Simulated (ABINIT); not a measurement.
# CoO (Fm-3m) in ABINIT: single point with PBE

Aim: the single point of CoO with PBE.

Everything below comes from runs of ABINIT 10.8.3 (patched build). Logs are shortened: lines on timing, memory, paths and dates and some standing lists are left out, and cuts for length are marked. The log counts tension as positive stress, the text compression.

## 1. The crystal as given

The structure is cubic, space group Fm-3m (No. 225). The conventional cell has a = 4.263 Å, b = 4.263 Å, c = 4.263 Å, α = 90.00°, β = 90.00°, γ = 90.00°. Around Co (site symmetry m-3m) lie 6 O at 2.13 Å. O (site symmetry m-3m) has 6 Co at 2.13 Å as nearest neighbours.

## 2. Single point, PBE, collinear spin, ferromagnetic start

run.abi

```
pp_dirpath "./"
pseudos "Co.upf, O.upf"

acell 3*1.0 Angstrom
rprim
     0.0000000000     2.1315000000     2.1315000000
     2.1315000000     0.0000000000     2.1315000000
     2.1315000000     2.1315000000     0.0000000000
ntypat 2
znucl 27 8
natom 2
typat 1 2
xred
     0.0000000000     0.0000000000     0.0000000000
     0.5000000000     0.5000000000     0.5000000000

ecut 1251.723767 eV

kptopt 1
ngkpt 8 8 8
nshiftk 1
shiftk 0.0 0.0 0.0

ixc 11

nband 16
occopt 3
tsmear 0.05 eV

nsppol 2
spinat
     0.0000000000     0.0000000000     2.0000000000
     0.0000000000     0.0000000000     0.0000000000

nstep 100
tolvrs 1.0e-10

iomode 3
prtwf 0
prtden 0
prteig 0
prtebands 0
```

Potentials or basis: PseudoDojo NC SR PBE v0.4.1 standard.

Started as:

```console
$ abinit run.abi > log 2>&1
```

run.abo:

```text
.Version 10.8.3 of ABINIT
 Symmetries : space group Fm -3 m (#225); Bravais cF (face-center cubic)
================================================================================
 Values of the parameters that define the memory need of the present run
     intxc =       0    ionmov =       0      iscf =       7    lmnmax =       6
     lnmax =       6     mgfft =      36  mpssoang =       3    mqgrid =    3001
     natom =       2  nloc_mem =       1    nspden =       2   nspinor =       1
    nsppol =       2      nsym =      48    n1xccc =    2501    ntypat =       2
    occopt =       3   xclevel =       2
       mpw =        1964          nfft =       46656          nkpt =          29
================================================================================
================================================================================

--------------------------------------------------------------------------------
------------- Echo of variables that govern the present computation ------------
--------------------------------------------------------------------------------
 -outvars: echo values of preprocessed input variables --------
            acell      1.8897261259E+00  1.8897261259E+00  1.8897261259E+00 Bohr
              amu      5.89332000E+01  1.59994000E+01
             ecut      4.60000000E+01 Hartree
              ixc          11
         kptrlatt        8    0    0      0    8    0      0    0    8
          kptrlen      4.55710661E+01
            natom           2
            nband          16
            ngfft          36      36      36
             nkpt          29
           nspden           2
           nsppol           2
            nstep         100
             nsym          48
           ntypat           2
           occopt           3
           prtden           0
        prtebands           0
           prteig           0
            prtwf           0
            rprim      0.0000000000E+00  2.1315000000E+00  2.1315000000E+00
                       2.1315000000E+00  0.0000000000E+00  2.1315000000E+00
                       2.1315000000E+00  2.1315000000E+00  0.0000000000E+00
          spgroup         225
           spinat      0.0000000000E+00  0.0000000000E+00  2.0000000000E+00
                       0.0000000000E+00  0.0000000000E+00  0.0000000000E+00
           tolvrs      1.00000000E-10
           tsmear      1.83746611E-03 Hartree
            typat      1  2
           xangst      0.0000000000E+00  0.0000000000E+00  0.0000000000E+00
                       2.1315000000E+00  2.1315000000E+00  2.1315000000E+00
            xcart      0.0000000000E+00  0.0000000000E+00  0.0000000000E+00
                       4.0279512374E+00  4.0279512374E+00  4.0279512374E+00
             xred      0.0000000000E+00  0.0000000000E+00  0.0000000000E+00
                       5.0000000000E-01  5.0000000000E-01  5.0000000000E-01
            znucl       27.00000    8.00000

================================================================================

[... 121 lines left out ...]
    2       0.000000000000      0.000000000000      0.000000000000

 cartesian coordinates (angstrom) at end:
    1      0.00000000000000     0.00000000000000     0.00000000000000
    2      2.13150000000000     2.13150000000000     2.13150000000000

 cartesian forces (hartree/bohr) at end:
    1     -0.00000000000000    -0.00000000000000     0.00000000000000
    2      0.00000000000000     0.00000000000000    -0.00000000000000
 frms,max,avg= 1.0871664E-30 1.5667735E-30   0.000E+00  0.000E+00  0.000E+00 h/b

 cartesian forces (eV/Angstrom) at end:
    1     -0.00000000000000    -0.00000000000000     0.00000000000000
    2      0.00000000000000     0.00000000000000    -0.00000000000000
 frms,max,avg= 5.5904343E-29 8.0566732E-29   0.000E+00  0.000E+00  0.000E+00 e/A
 length scales=  1.889726125908  1.889726125908  1.889726125908 bohr
              =  1.000000000000  1.000000000000  1.000000000000 angstroms
 Fermi (or HOMO) energy (hartree) =   0.32848   Average Vxc (hartree)=  -0.47210
 Magnetization (Bohr magneton)=  2.98190698E+00
 Total spin up =  1.29909535E+01   Total spin down =  1.00090465E+01
 Eigenvalues (hartree) for nkpt=  29  k points, SPIN UP:
 kpt#   1, nband= 16, wtk=  0.00195, kpt=  0.0000  0.0000  0.0000 (reduced coord)
  -3.22865   -1.88165   -1.88165   -1.88165   -0.41423    0.20154    0.20154    0.21054
   0.21054    0.21054    0.21062    0.21062    0.21062    0.36267    0.94430    0.98934
      occupation numbers for kpt#   1
   1.00000    1.00000    1.00000    1.00000    1.00000    1.00000    1.00000    1.00000
   1.00000    1.00000    1.00000    1.00000    1.00000    0.00000    0.00000    0.00000
 prteigrs : prtvol=0 or 1, do not print more k-points.

 Eigenvalues (hartree) for nkpt=  29  k points, SPIN DOWN:
 kpt#   1, nband= 16, wtk=  0.00195, kpt=  0.0000  0.0000  0.0000 (reduced coord)
  -3.13148   -1.77855   -1.77855   -1.77855   -0.39446    0.23349    0.23349    0.23349
   0.28852    0.28852    0.28852    0.33030    0.33030    0.38118    0.93939    1.00759
      occupation numbers for kpt#   1
   1.00000    1.00000    1.00000    1.00000    1.00000    1.00000    1.00000    1.00000
   1.00000    1.00000    1.00000    0.27035    0.27035    0.00000    0.00000    0.00000
 prteigrs : prtvol=0 or 1, do not print more k-points.

--- !EnergyTerms
iteration_state     : {dtset: 1, }
comment             : Components of total free energy in Hartree
kinetic             :  7.93057444530405E+01
hartree             :  4.56691353590954E+01
xc                  : -3.22338368065629E+01
Ewald energy        : -1.06281430787188E+02
psp_core            :  4.38904383057797E+00
local_psp           : -1.38663599095245E+02
non_local_psp       : -2.17173165172035E+01
internal            : -1.69532259563485E+02
'-kT*entropy'       : -1.21887994337950E-03
total_energy        : -1.69533478443428E+02
total_energy_eV     : -4.61324096354882E+03
band_energy         : -1.54532940443662E+01
...

 Cartesian components of stress tensor (hartree/bohr^3)
  sigma(1 1)=  7.40943017E-05  sigma(3 2)=  0.00000000E+00
  sigma(2 2)=  7.40943017E-05  sigma(3 1)=  0.00000000E+00
  sigma(3 3)=  7.40943017E-05  sigma(2 1)=  0.00000000E+00

-Cartesian components of stress tensor (GPa)         [Pressure= -2.1799E+00 GPa]
- sigma(1 1)=  2.17992962E+00  sigma(3 2)=  0.00000000E+00
- sigma(2 2)=  2.17992962E+00  sigma(3 1)=  0.00000000E+00
- sigma(3 3)=  2.17992962E+00  sigma(2 1)=  0.00000000E+00

== END DATASET(S) ==============================================================
================================================================================

 -outvars: echo values of variables after computation  --------
            acell      1.8897261259E+00  1.8897261259E+00  1.8897261259E+00 Bohr
           etotal     -1.6953347844E+02
            fcart     -2.0258451349E-49 -1.0445156640E-30  1.5667734960E-30
                       2.0258451349E-49  1.0445156640E-30 -1.5667734960E-30
            rprim      0.0000000000E+00  2.1315000000E+00  2.1315000000E+00
                       2.1315000000E+00  0.0000000000E+00  2.1315000000E+00
                       2.1315000000E+00  2.1315000000E+00  0.0000000000E+00
           strten      7.4094301695E-05  7.4094301695E-05  7.4094301695E-05
                       0.0000000000E+00  0.0000000000E+00  0.0000000000E+00
           xangst      0.0000000000E+00  0.0000000000E+00  0.0000000000E+00
                       2.1315000000E+00  2.1315000000E+00  2.1315000000E+00
             xred      0.0000000000E+00  0.0000000000E+00  0.0000000000E+00
                       5.0000000000E-01  5.0000000000E-01  5.0000000000E-01
 Calculation completed.
```

Run time: 66 s. Hardware: 1 thread of Arm Neoverse V2, shared host; peak memory 0.1 GiB.

What came out:

```yaml
Free_energy: -4613.2410 eV
Pressure: -2.2 GPa
Band_gap_on_the_k_mesh: none (metal or under the smearing width)
Net_moment: 2.98 μB per cell
Site_moments: Co +2.59; O +0.35 μB
Valence_electrons_inside_the_program's_atomic_spheres: Co 15.02; O 6.21
```

Levels at points of the mesh, in eV from the Fermi level:
Spin up:
| k point | band 11 | band 12 | band 13 | band 14 | band 15 | band 16 |
| --- | --- | --- | --- | --- | --- | --- |
| (0.00, 0.00, 0.00) | -3.21 | -3.21 | -3.21 | 0.93 | 16.76 | 17.98 |
| (0.50, 0.00, 0.00) | -1.94 | -0.05 | -0.05 | 5.00 | 9.22 | 13.37 |
| (0.50, 0.50, 0.00) | -2.61 | -2.22 | -2.22 | 5.81 | 9.71 | 11.57 |
Spin down:
| k point | band 8 | band 9 | band 10 | band 11 | band 12 | band 13 |
| --- | --- | --- | --- | --- | --- | --- |
| (0.00, 0.00, 0.00) | -2.58 | -1.09 | -1.09 | -1.09 | 0.05 | 0.05 |
| (0.50, 0.00, 0.00) | -4.63 | -0.11 | -0.11 | 0.19 | 2.67 | 2.67 |
| (0.50, 0.50, 0.00) | -3.84 | -2.22 | 0.14 | 0.14 | 0.52 | 0.97 |

Caveat: a cell with one magnetic atom can't hold antiferromagnetic order, which such compounds often take; semilocal functionals often make such compounds metallic where correlation or magnetic order opens a gap, which also shifts bond lengths. With open d or f shells a metallic result of PBE can be an artefact of self-interaction; +U or a hybrid may open a gap.
